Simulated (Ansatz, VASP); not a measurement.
**Au: VASP beside Ansatz**

```
Au
1.0
     1.43271   -2.57038    0.00000
     1.43271    2.57038    0.00000
     0.00000    0.00000    4.89213
Au
2
Direct
  0.66395 0.33605 0.25000
  0.33605 0.66395 0.75000
```

This isn't the form of Au at room conditions, which is fcc.

Alike in both runs: functional PBE; k mesh 16 × 16 × 10; occupations gaussian, width 0.1 eV; no spin polarisation.

Ansatz relaxed the structure, and its values are those at the end. VASP's run is a single point on that final structure, the one shown.

|  | VASP | Ansatz |
| --- | --- | --- |
| version | VASP 6.6.1 | Ansatz 0.2.0 |
| potentials or method | VASP PAW PBE potentials, release 64 (Au) | scalar-relativistic, plane waves, PAW |
| plane-wave cutoff (eV) | 520 | 420 |
| valence electrons in the cell | 22 | 38 |

```tsv
	VASP	Ansatz	Ansatz less VASP
gap on the k mesh at the Fermi level (eV)	none	none	-
pressure (GPa)	-0.2	0.0	+0.23
```

A gap of «none» marks a metal or a gap that the smearing closes. The functional is the same, so the differences come from potentials, cutoffs and numerics. The two sets of potentials don't hold the same shells in valence.

The runs have no spin-orbit coupling, so splittings on Au are missing.
